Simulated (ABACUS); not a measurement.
# Si (Fd-3m) in ABACUS: a series of runs

The runs below take Si through band structure, equation of state, with PBE, HLE16.

Everything below comes from runs of ABACUS 3.10.1. Logs are shortened: lines on timing, memory, paths and dates and some standing lists are left out, and cuts for length are marked.

## 1. The crystal as given

The structure is cubic, space group Fd-3m (No. 227). The conventional cell has a = 5.444 Å, b = 5.444 Å, c = 5.444 Å, α = 90.00°, β = 90.00°, γ = 90.00°. Around Si (site symmetry -43m) lie 4 Si at 2.36 Å.

## 2. Band structure, PBE

Contents of INPUT:

```
INPUT_PARAMETERS
suffix              Si
calculation         nscf
basis_type          lcao
pseudo_dir          ./
orbital_dir         ./
symmetry            -1
dft_functional      pbe
ecutwfc             100.0
pseudo_rcut         7
nspin               1
nbands              8
ks_solver           genelpa
smearing_method     fd
smearing_sigma      0.00367493
scf_thr             1e-07
scf_nmax            100
mixing_type         broyden
mixing_beta         0.7
init_chg            file
out_band            1
```

Contents of STRU:

```
ATOMIC_SPECIES
Si 28.0850 Si_ONCV_PBE-1.2.upf

NUMERICAL_ORBITAL
Si_confined-atom_7au_1s1p.orb

LATTICE_CONSTANT
1.8897261246

LATTICE_VECTORS
0.0000000000 2.7218511865 2.7218511865
2.7218511865 0.0000000000 2.7218511865
2.7218511865 2.7218511865 0.0000000000

ATOMIC_POSITIONS
Cartesian

Si
0.0
2
2.7218511865 2.7218511865 2.7218511865 1 1 1
4.0827767798 4.0827767798 4.0827767798 1 1 1
```

Contents of KPT:

```
K_POINTS
12
Line
0.00000000 0.00000000 0.00000000 10 // G
0.50000000 0.00000000 0.50000000 10 // X
0.50000000 0.25000000 0.75000000 10 // W
0.37500000 0.37500000 0.75000000 10 // K
0.00000000 0.00000000 0.00000000 10 // G
0.50000000 0.50000000 0.50000000 10 // L
0.62500000 0.25000000 0.62500000 10 // U
0.50000000 0.25000000 0.75000000 10 // W
0.50000000 0.50000000 0.50000000 10 // L
0.37500000 0.37500000 0.75000000 1 // K
0.62500000 0.25000000 0.62500000 10 // U
0.50000000 0.00000000 0.50000000 1 // X
```

Potentials or basis: SG15 ONCV 1.2 PBE, SZ LCAO (the cutoffs set its grid).

On the command line:

```bash
$ OMP_NUM_THREADS=1 mpirun -np 4 abacus > log
```

running log:

```text
ABACUS v3.10.1

               Atomic-orbital Based Ab-initio Computation at UStc

 ------------------------------------------------------------------------------------

 READING GENERAL INFORMATION
                           global_out_dir = OUT.Si/
                           global_in_card = INPUT
                               pseudo_dir = ./
                              orbital_dir = ./
                                    DSIZE = 4
                                    GSIZE = 1

 READING UNITCELL INFORMATION
                                    ntype = 1
                  lattice constant (Bohr) = 1.88973
              lattice constant (Angstrom) = 1

 READING ATOM TYPE 1
                               atom label = Si
                      L=0, number of zeta = 1
                      L=1, number of zeta = 1
             number of atom for this type = 2

                        TOTAL ATOM NUMBER = 2
CARTESIAN COORDINATES ( UNIT =       1.889726124600 Bohr ).
    atom                   x                   y                   z     mag                  vx                  vy                  vz
tauc_Si1            2.7218511865        2.7218511865        2.7218511865  0.0000        0.0000000000        0.0000000000        0.0000000000
tauc_Si2            4.0827767798        4.0827767798        4.0827767798  0.0000        0.0000000000        0.0000000000        0.0000000000

                          Volume (Bohr^3) = 272.157
                             Volume (A^3) = 40.3295

 Lattice vectors: (Cartesian coordinate: in unit of a_0)
                   +0            +2.72185            +2.72185
             +2.72185                  +0            +2.72185
             +2.72185            +2.72185                  +0
 Reciprocal vectors: (Cartesian coordinate: in unit of 2 pi/a_0)
            -0.183699           +0.183699           +0.183699
            +0.183699           -0.183699           +0.183699
            +0.183699           +0.183699           -0.183699
 The esolver type has been set to : ksdft_lcao

                PAO radial cut off (Bohr) = 7

 Read in pseudopotential file is Si_ONCV_PBE-1.2.upf
                     pseudopotential type = NC
          exchange-correlation functional = PBE
                 nonlocal core correction = 0
                        valence electrons = 4
                                     lmax = 1
                           number of zeta = 0
                     number of projectors = 4
                           L of projector = 0
                           L of projector = 0
                           L of projector = 1
                           L of projector = 1
     initial pseudo atomic orbital number = 0

 SETUP THE ELECTRONS NUMBER
            electron number of element Si = 4
      total electron number of element Si = 8
            AUTOSET number of electrons:  = 8
                           occupied bands = 4
                                   NLOCAL = 8
                                   NBANDS = 8
                                   NBANDS = 8
                                   NLOCAL = 8

 SETUP THE PLANE WAVE BASIS
 energy cutoff for charge/potential (unit:Ry) = 400
            fft grid for charge/potential = [ 48, 48, 48 ]
                        fft grid division = [ 4, 4, 4 ]
        big fft grid for charge/potential = [ 12, 12, 12 ]
                                     nbxx = 432
                                     nrxx = 27648

 SETUP PLANE WAVES FOR CHARGE/POTENTIAL
                    number of plane waves = 36685
                         number of sticks = 1459

 PARALLEL PW FOR CHARGE/POTENTIAL
     PROC   COLUMNS(POT)             PW
        1            365           9172
        2            365           9172
        3            364           9170
        4            365           9171
 --------------- sum -------------------
        4           1459          36685
                            number of |g| = 358
                                  max |g| = 36.1748
                                  min |g| = 0
[... 57 lines left out ...]
   longest nonlocal projector rcut (Bohr) = 3.64
                     search radius (Bohr) = 21.3
              searching radius is (Bohr)) = 21.3
         searching radius unit is (Bohr)) = 1.89
                         PeriodicBoundary = 1
                        Radius(unit:lat0) = 11.3
                                   glayer = [ 5, 5, 5 ]
                             glayer_minus = [ 4, 4, 4 ]

Find the coordinate range of the input atom(unit:lat0).
                                  min_tau = [ -19.1, -19.1, -19.1 ]
                                  max_tau = [ 25.9, 25.9, 25.9 ]
                                BoxNumber = [ 9, 9, 9 ]

 SETUP EXTENDED REAL SPACE GRID FOR GRID INTEGRATION
                          real space grid = [ 48, 48, 48 ]
                 big cell numbers in grid = [ 12, 12, 12 ]
             meshcell numbers in big cell = [ 4, 4, 4 ]
                        extended fft grid = [ 15, 15, 15 ]
                dimension of extened grid = [ 43, 43, 43 ]
                            UnitCellTotal = 125
              Atom number in sub-FFT-grid = 2
    Local orbitals number in sub-FFT-grid = 8
                                ParaV.nnr = 1320
                                 init_chg = file
 try to read charge from file
 Read in the charge density: OUT.Si//Si-CHARGE-DENSITY.restart

 LCAO ALGORITHM --------------- ION=   1  ELEC=   1--------------------------------
[... levels at 102 k points of this process ...]

 Density error is 0.00000000000
----------------------------------------------------------
     Energy           Rydberg                 eV
----------------------------------------------------------
 E_KohnSham     -15.6488764197       -212.9138866056
 E_KS(sigma->0) -15.6488764197       -212.9138866054
 E_Harris       -15.6488764197       -212.9138866056
 E_band         0.5642034661         7.6763819710
 E_one_elec     4.9404663872         67.2184936439
 E_Hartree      0.8765130405         11.9255717216
 E_xc           -4.7091968272        -64.0719098536
 E_Ewald        -16.7566590201       -227.9860421171
 E_entropy(-TS) -0.0000000000        -0.0000000004
 E_descf        0.0000000000         0.0000000000
 E_exx          0.0000000000         0.0000000000
 E_Fermi        0.5382518243         7.3232917695
----------------------------------------------------------

 charge density convergence is achieved
 final etot is -212.91388661 eV
 EFERMI = 7.3232917695 eV

 STATE ENERGY(eV) AND OCCUPATIONS    NSPIN == 1
 1/102 kpoint (Cartesian) = 0.0000 0.0000 0.0000 (1160 pws)
       1       -6.00039      0.0196078
       2        6.30933      0.0196078
       3        6.30933      0.0196078
       4        6.30933      0.0196078
       5        9.18276    1.38457e-18
       6        9.18276    1.38457e-18
       7        9.18276    1.38457e-18
       8        9.44427    7.41054e-21

 2/102 kpoint (Cartesian) = 0.0000 0.018370 0.0000 (1151 pws)
       1       -5.95618      0.0196078
       2        5.97477      0.0196078
       3        6.10072      0.0196078
       4        6.10072      0.0196078
       5        9.12188    4.67871e-18
       6        9.48150    3.51948e-21
       7        9.48150    3.51948e-21
       8        9.76997    1.09855e-23

 3/102 kpoint (Cartesian) = 0.0000 0.036740 0.0000 (1154 pws)
       1       -5.82379      0.0196078
       2        5.22688      0.0196078
       3        5.63884      0.0196078
       4        5.63884      0.0196078
       5        8.95766    1.24867e-16
       6        10.2108    1.62894e-27
       7        10.2108    1.62894e-27
       8        10.4623    1.06574e-29

 4/102 kpoint (Cartesian) = 0.0000 0.055110 0.0000 (1158 pws)
       1       -5.60407      0.0196078
       2        4.34104      0.0196078
       3        5.12151      0.0196078
       4        5.12151      0.0196078
       5        8.73723    1.02595e-14
       6        11.1630    8.72831e-36
       7        11.1630    8.72831e-36
       8        11.1648    8.42707e-36

 5/102 kpoint (Cartesian) = 0.0000 0.073479 0.0000 (1147 pws)
       1       -5.29846      0.0196078
       2        3.41754      0.0196078
       3        4.63268      0.0196078
       4        4.63268      0.0196078
       5        8.51834    8.17324e-13
       6        11.6685    3.55256e-40
       7        12.2350    4.26672e-45
       8        12.2350    4.26672e-45

 6/102 kpoint (Cartesian) = 0.0000 0.091849 0.0000 (1145 pws)
       1       -4.90910      0.0196078
       2        2.48963      0.0196078
       3        4.20329      0.0196078
       4        4.20329      0.0196078
       5        8.35375    2.19787e-11
       6        11.8514    9.14848e-42
       7        13.3626    6.85263e-55
       8        13.3626    6.85263e-55

[... levels at 96 further k points ...]

 --------------------------------------------
 !FINAL_ETOT_IS -212.9138866055793 eV
 --------------------------------------------

 Output bands in file: OUT.Si/BANDS_1.dat
```

Run time: 1.1 s. Hardware: 4 MPI ranks of AMD EPYC, shared host; peak memory 0.4 GiB.

The run converged, but some of its settings lie outside the range that counts as converged, so its numbers aren't taken as properties of the crystal.

Results:

```
Band gap along the path : 1.97 eV, indirect (least direct gap 2.87 eV)
```

Caveat: the atomic orbitals were generated for these runs and aren't a published set; the density is read from an earlier self-consistent run, whose mesh may be coarse; the basis of atomic orbitals isn't converged, which shifts pressures, moduli and gaps.

## 3. Equation of state, PBE, 18.95 Å³/atom (volume scaled by 0.94)

Contents of INPUT:

```
INPUT_PARAMETERS
suffix              Si
calculation         scf
basis_type          lcao
pseudo_dir          ./
orbital_dir         ./
symmetry            1
dft_functional      pbe
ecutwfc             100
pseudo_rcut         7
nspin               1
nbands              8
ks_solver           genelpa
smearing_method     fd
smearing_sigma      0.00367493
scf_thr             1e-07
scf_nmax            100
mixing_type         broyden
mixing_beta         0.7
cal_force           1
cal_stress          1
out_mul             1
```

Contents of STRU:

```
ATOMIC_SPECIES
Si 28.0850 Si_ONCV_PBE-1.2.upf

NUMERICAL_ORBITAL
Si_confined-atom_7au_1s1p.orb

LATTICE_CONSTANT
1.8897261246

LATTICE_VECTORS
0.0000000000 2.6662876123 2.6662876123
2.6662876123 0.0000000000 2.6662876123
2.6662876123 2.6662876123 0.0000000000

ATOMIC_POSITIONS
Cartesian

Si
0.0
2
2.6662876123 2.6662876123 2.6662876123 1 1 1
3.9994314185 3.9994314185 3.9994314185 1 1 1
```

Contents of KPT:

```
K_POINTS
0
Gamma
7 7 7 0 0 0
```

Potentials or basis: SG15 ONCV 1.2 PBE, SZ LCAO (the cutoffs set its grid).

On the command line:

```bash
$ OMP_NUM_THREADS=1 mpirun -np 4 abacus > log
```

It took 4.3 s on 4 MPI ranks of AMD EPYC, shared host; peak memory 0.4 GiB.

These settings aren't checked as converged: the numbers below hold their error.

What came out:

- Free energy: -212.5606 eV
- Pressure: 17.3 GPa
- Band gap on the k mesh: 1.97 eV, indirect (least direct gap 2.91 eV)

Caveat: the atomic orbitals were generated for these runs and aren't a published set; an odd mesh through Γ misses points on the zone boundary, where band edges often lie; the basis of atomic orbitals isn't converged, which shifts pressures, moduli and gaps.

## 4. Equation of state, PBE, 19.76 Å³/atom (volume scaled by 0.98)

INPUT is that of step 3.

Contents of STRU:

```
ATOMIC_SPECIES
Si 28.0850 Si_ONCV_PBE-1.2.upf

NUMERICAL_ORBITAL
Si_confined-atom_7au_1s1p.orb

LATTICE_CONSTANT
1.8897261246

LATTICE_VECTORS
0.0000000000 2.7035831784 2.7035831784
2.7035831784 0.0000000000 2.7035831784
2.7035831784 2.7035831784 0.0000000000

ATOMIC_POSITIONS
Cartesian

Si
0.0
2
2.7035831784 2.7035831784 2.7035831784 1 1 1
4.0553747676 4.0553747676 4.0553747676 1 1 1
```

KPT is that of step 3.

On the command line:

```bash
$ OMP_NUM_THREADS=1 mpirun -np 4 abacus > log
```

Wall time 4.6 s (4 MPI ranks of AMD EPYC, shared host); peak memory 0.4 GiB.

These settings aren't checked as converged: the numbers below hold their error.

Results:

* Free energy: -212.7078 eV
* Pressure: 12.1 GPa
* Band gap on the k mesh: 1.98 eV, indirect (least direct gap 2.89 eV)

Caveat: the atomic orbitals were generated for these runs and aren't a published set; an odd mesh through Γ misses points on the zone boundary, where band edges often lie; the basis of atomic orbitals isn't converged, which shifts pressures, moduli and gaps.

## 5. Equation of state, PBE, 20.57 Å³/atom (volume scaled by 1.02)

INPUT is that of step 4.

Contents of STRU:

```
ATOMIC_SPECIES
Si 28.0850 Si_ONCV_PBE-1.2.upf

NUMERICAL_ORBITAL
Si_confined-atom_7au_1s1p.orb

LATTICE_CONSTANT
1.8897261246

LATTICE_VECTORS
0.0000000000 2.7398772164 2.7398772164
2.7398772164 0.0000000000 2.7398772164
2.7398772164 2.7398772164 0.0000000000

ATOMIC_POSITIONS
Cartesian

Si
0.0
2
2.7398772164 2.7398772164 2.7398772164 1 1 1
4.1098158246 4.1098158246 4.1098158246 1 1 1
```

KPT is that of step 4.

On the command line:

```bash
$ OMP_NUM_THREADS=1 mpirun -np 4 abacus > log
```

Wall time 4.5 s (4 MPI ranks of AMD EPYC, shared host); peak memory 0.4 GiB.

These settings aren't checked as converged: the numbers below hold their error.

Results:

| Quantity | Value |
| --- | --- |
| Free energy | -212.8080 eV |
| Pressure | 7.9 GPa |
| Band gap on the k mesh | 1.99 eV, indirect (least direct gap 2.86 eV) |

Caveat: the atomic orbitals were generated for these runs and aren't a published set; an odd mesh through Γ misses points on the zone boundary, where band edges often lie; the basis of atomic orbitals isn't converged, which shifts pressures, moduli and gaps.

## 6. Equation of state, PBE, 21.37 Å³/atom (volume scaled by 1.06)

INPUT is that of step 5.

Contents of STRU:

```
ATOMIC_SPECIES
Si 28.0850 Si_ONCV_PBE-1.2.upf

NUMERICAL_ORBITAL
Si_confined-atom_7au_1s1p.orb

LATTICE_CONSTANT
1.8897261246

LATTICE_VECTORS
0.0000000000 2.7752343705 2.7752343705
2.7752343705 0.0000000000 2.7752343705
2.7752343705 2.7752343705 0.0000000000

ATOMIC_POSITIONS
Cartesian

Si
0.0
2
2.7752343705 2.7752343705 2.7752343705 1 1 1
4.1628515558 4.1628515558 4.1628515558 1 1 1
```

KPT is that of step 5.

Potentials or basis: SG15 ONCV 1.2 PBE, SZ LCAO (the cutoffs set its grid).

On the command line:

```bash
$ OMP_NUM_THREADS=1 mpirun -np 4 abacus > log
```

It took 3 s on 4 MPI ranks of AMD EPYC, shared host; peak memory 0.4 GiB.

The run converged, but some of its settings lie outside the range that counts as converged, so its numbers aren't taken as properties of the crystal.

Results:

```
Free energy            : -212.8695 eV
Pressure               : 4.4 GPa
Band gap on the k mesh : 1.99 eV, indirect (least direct gap 2.40 eV)
```

Caveat: the atomic orbitals were generated for these runs and aren't a published set; an odd mesh through Γ misses points on the zone boundary, where band edges often lie; the basis of atomic orbitals isn't converged, which shifts pressures, moduli and gaps.

## 7. Equation of state, PBE

Potentials or basis: SG15 ONCV 1.2 PBE, SZ LCAO (the cutoffs set its grid).

No new run: the results of the series are fitted here.

These settings aren't checked as converged: the numbers below hold their error.

What came out:

* Equilibrium volume: 22.68 Å³/atom (rough: see the caveat)
* Bulk modulus: 65 GPa (rough)

Caveat: the atomic orbitals were generated for these runs and aren't a published set; the minimum lies outside the volumes run; the basis of atomic orbitals isn't converged, which shifts pressures, moduli and gaps.

## 8. Band structure, HLE16

Contents of INPUT:

```
INPUT_PARAMETERS
suffix              Si
calculation         nscf
basis_type          pw
pseudo_dir          ./
symmetry            -1
dft_functional      GGA_XC_HLE16
ecutwfc             36.0
pseudo_rcut         10
nspin               1
nbands              14
ks_solver           dav
smearing_method     fd
smearing_sigma      0.00367493
scf_thr             1e-08
scf_nmax            100
mixing_type         broyden
mixing_beta         0.7
init_chg            file
pw_diag_thr         1e-07
out_band            1
kpar                4
```

Contents of STRU:

```
ATOMIC_SPECIES
Si 28.0850 Si.upf

LATTICE_CONSTANT
1.8897261246

LATTICE_VECTORS
3.8492788600 0.0000000000 0.0000000000
1.9246394300 3.3335732790 0.0000000000
1.9246394300 1.1111910930 3.1429230282

ATOMIC_POSITIONS
Direct

Si
0.0
2
0.5000000000 0.5000000000 0.5000000000 1 1 1
0.7500000000 0.7500000000 0.7500000000 1 1 1
```

Contents of KPT:

```
K_POINTS
12
Line
0.00000000 0.00000000 0.00000000 10 // G
0.50000000 0.00000000 0.50000000 10 // X
0.50000000 0.25000000 0.75000000 10 // W
0.37500000 0.37500000 0.75000000 10 // K
0.00000000 0.00000000 0.00000000 10 // G
0.50000000 0.50000000 0.50000000 10 // L
0.62500000 0.25000000 0.62500000 10 // U
0.50000000 0.25000000 0.75000000 10 // W
0.50000000 0.50000000 0.50000000 10 // L
0.37500000 0.37500000 0.75000000 1 // K
0.62500000 0.25000000 0.62500000 10 // U
0.50000000 0.00000000 0.50000000 1 // X
```

Potentials or basis: PseudoDojo NC SR 0.5 PBE stringent, plane waves.

On the command line:

```bash
$ OMP_NUM_THREADS=1 mpirun -np 4 abacus > log
```

Wall time 2.9 s (4 MPI ranks of Intel Xeon Platinum 8375C at 2.90GHz (Ice Lake), shared host); peak memory 0.36 GiB.

The run converged. Its results:

```
Band gap along the path : 1.32 eV, indirect (least direct gap 2.76 eV)
```

Levels at the corners of the path, in eV from the Fermi level:
```
point  band 1  band 2  band 3  band 4  band 5  band 6  band 7  band 8  band 9
    Γ  -12.39   -0.68   -0.68   -0.68    2.07    2.07    2.07    2.58    7.24
    X   -8.41   -8.41   -3.37   -3.37    0.82    0.82    9.36    9.36   10.59
    W   -8.29   -8.29   -4.14   -4.14    4.25    4.25    4.53    4.53   10.01
    K   -8.86   -7.83   -4.54   -2.97    1.24    3.98    6.87    7.68    7.68
    Γ  -12.39   -0.68   -0.68   -0.68    2.07    2.07    2.07    2.58    7.24
    L  -10.22   -7.33   -1.85   -1.85    1.19    3.02    3.02    8.47   10.12
    U   -8.86   -7.83   -4.54   -2.97    1.24    3.98    6.87    7.68    7.68
    W   -8.29   -8.29   -4.14   -4.14    4.25    4.25    4.53    4.53   10.01
    L  -10.22   -7.33   -1.85   -1.85    1.19    3.02    3.02    8.47   10.12
    K   -8.86   -7.83   -4.54   -2.97    1.24    3.98    6.87    7.68    7.68
    U   -8.86   -7.83   -4.54   -2.97    1.24    3.98    6.87    7.68    7.68
    X   -8.41   -8.41   -3.37   -3.37    0.82    0.82    9.36    9.36   10.59
```

Caveat: the potentials were made for a functional far from this one; the density is read from an earlier self-consistent run, whose mesh may be coarse; the potentials were made for another functional, which shifts forces and pressure.
